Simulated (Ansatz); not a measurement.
## Structure types of TiC compared at 300 GPa

Structure types of TiC are relaxed in primitive cells with their symmetry kept at 300 GPa, on PAW files; LAPW relaxes the small cells further and takes the PAW cell for the others (marked *). The enthalpy is E + pV at zero temperature, without zero-point motion. Only the types listed were tried, and differences under about 5 meV/atom are mesh noise. Not among the end structures: zincblende, which may lie lower.

Level of theory: DFT with PBE, scalar-relativistic, in Ansatz 0.2.0; Fermi–Dirac smearing of 0.05 eV, no spin polarisation. LAPW: all electrons, basis error target 0.5 meV/atom; PAW: frozen-core files, cutoff 420 eV.

k meshes: rocksalt 18×18×18, CsCl 16×16×16, WC 18×18×16, NiAs 12×12×7.

```tsv
start type	ends as	a, b, c (Å)	V (Å³/atom)	H − H(lowest), LAPW (meV/atom)
rocksalt	rocksalt, Fm-3m	3.698, 3.698, 3.698	6.32	0.0
CsCl	CsCl, Pm-3m	2.287, 2.287, 2.287	5.98	?
WC	WC, P-6m2	2.449, 2.449, 2.438	6.33	?
NiAs*	NiAs, P6_3/mmc	2.523, 2.523, 4.717	6.50	1020.3
```

Q: What belongs in the row "WC", column "H − H(lowest), LAPW (meV/atom)"?

A: 1048.2.

Q: What belongs in the row "CsCl", column "H − H(lowest), LAPW (meV/atom)"?

A: 552.1.

Q: Would CsCl gain on rocksalt at higher pressure?

A: Yes: dH/dp = V, and its volume is smaller by 0.34 Å³/atom. Held constant, that would close the gap after about 260 GPa more, a rough figure, since the volume difference changes with pressure.
